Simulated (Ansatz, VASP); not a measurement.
# Si: VASP beside Ansatz

```xyz
2
Lattice="0.0000 2.6289 2.7010 2.6289 0.0000 2.7010 2.6289 2.6289 0.0000" Properties=species:S:1:pos:R:3 pbc="T T T"
Si    2.6289    2.6289    2.7010
Si    3.9433    3.9433    4.0515
```

Change from the starting cell: mode 4 frozen in at +0.000 Å, equal normal strain along x and y -0.0267.

Alike in both runs: task single point; functional LDA; k mesh 12 × 12 × 12; occupations gaussian, width 0.05 eV; no spin polarisation.

|  | VASP | Ansatz |
| --- | --- | --- |
| version | VASP 6.6.1 | Ansatz 0.2.0 |
| potentials or method | VASP PAW LDA potentials, release 64 (Si) | scalar-relativistic, plane waves, PAW |
| plane-wave cutoff (eV) | 520 | 420 |
| valence electrons in the cell | 8 | 8 |

VASP gave:

- gap on the k mesh at the Fermi level (eV): 0.19
- least direct gap on the mesh (eV): 2.46
- pressure (GPa): 5.9
- largest component of the traceless stress (GPa): 1.82

Problem. Estimate Ansatz's values.

Solution. gap on the k mesh at the Fermi level (eV): 0.20; least direct gap on the mesh (eV): 2.46; pressure (GPa): 5.8; largest component of the traceless stress (GPa): 1.82.
